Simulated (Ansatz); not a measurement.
PBEsol against PBE in Ansatz (a quantum-chemistry and plane-wave program): the gap on the mesh of oxides

Single points in Ansatz on the same cell and mesh at two levels: PBE (plane waves, default PAW files) and PBEsol (plane waves, default PAW files made with PBE). No measured value is used, so the table compares levels and does not rank them. The number in brackets is the space group.

Here x stands for gap on the mesh, PBE and y for gap on the mesh, PBEsol.

```
crystal      gap on the mesh, PBE (eV)  gap on the mesh, PBEsol (eV)  cell as run (Å³/atom)    k mesh  cutoffs
-----------  -------------------------  ----------------------------  ---------------------  --------  -------
BaO (225)                        2.043                         1.938                  21.25     8×8×8  default
TiO2 (141)                       2.170                         2.124                  11.35     6×6×6  default
CaO (225)                        3.656                         3.557                  13.91  12×12×12  default
La2O3 (164)                      3.859                             ?                  16.71     7×7×4  default
ZrO2 (137)                       4.149                         4.079                  10.95     9×9×7  default
Li2O (225)                       5.065                         4.901                   7.91     6×6×6  default
```

**Question.** Fit y against x with a straight line, and predict the withheld value at x = 3.859.

**Answer.** With u = x - 3.4, the rows have u = -1.3570, -1.2300, 0.2560, 0.7490, 1.6650. Means: u 0.016600, y 3.3198. About the means, the sum of products is 6.6080 and the sum of squares of u is 6.7517; the slope is their ratio. Least squares gives y = 3.3036 + 0.97871·u. Residuals (row less fit): -0.0375, 0.0242, 0.0029, 0.0423, -0.0322; standard error 0.0401 (degrees of freedom: 3). Full agreement would be y = x; this line has slope 0.979 and stands -0.096 eV from it at x = 3.400. At the withheld row, u = 0.4590, so y = 3.3036 + 0.97871 × 0.4590 = 3.753 eV. The calculation gives 3.799 eV, 0.046 eV above the prediction (1.6 % of the range of y in the table). The row lies between fitted rows. From the scatter of the fitted rows alone, a prediction at this place has a standard error of 0.0445 eV, so the miss is 1.0 times that.

Copying x would have missed this row by 0.060. The cells are not relaxed at this level: typed lattice constants and structures from a database of calculations, some with the lattice rescaled by up to 2.5 %. Spin-orbit coupling is off, which matters for the heavier members. Gaps are read on the mesh, which need not hold the band edges; crystals whose gap falls under 0.15 eV in either column are left out. ZrO2: a high-temperature phase, held by symmetry. The rows, and the inner row withheld, were drawn at random from non-magnetic crystals of this class with sound runs on fine meshes; tables whose line scatters by over 5 % of the range, or whose columns agree throughout, aren't shown.
